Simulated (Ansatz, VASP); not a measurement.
**Two plane-wave programs on ZnSe**

```
Zn Se
1.0
     0.00000    2.86592    2.86592
     2.86592    0.00000    2.86592
     2.86592    2.86592    0.00000
Zn Se
1 1
Direct
  0.00000 0.00000 0.00000
  0.75000 0.75000 0.75000
```

Alike in both runs: task single point; functional PBE; k mesh 8 × 8 × 8; occupations gaussian, width 0.05 eV; no spin polarisation.

|  | VASP | Ansatz |
| --- | --- | --- |
| version | VASP 6.6.1 | Ansatz 0.2.0 |
| potentials or method | VASP PAW PBE potentials, release 64 (Zn, Se) | scalar-relativistic, plane waves, PAW |
| plane-wave cutoff (eV) | 520 | 420 |
| valence electrons in the cell | 18 | 28 |

VASP gave:

- gap on the k mesh at the Fermi level (eV): 1.16
- least direct gap on the mesh (eV): 1.16
- pressure (GPa): 0.2

Question: What did Ansatz give for the same quantities?

Answer: gap on the k mesh at the Fermi level (eV): 1.15; least direct gap on the mesh (eV): 1.15; pressure (GPa): 0.0.

The two sets of potentials don't hold the same shells in valence.
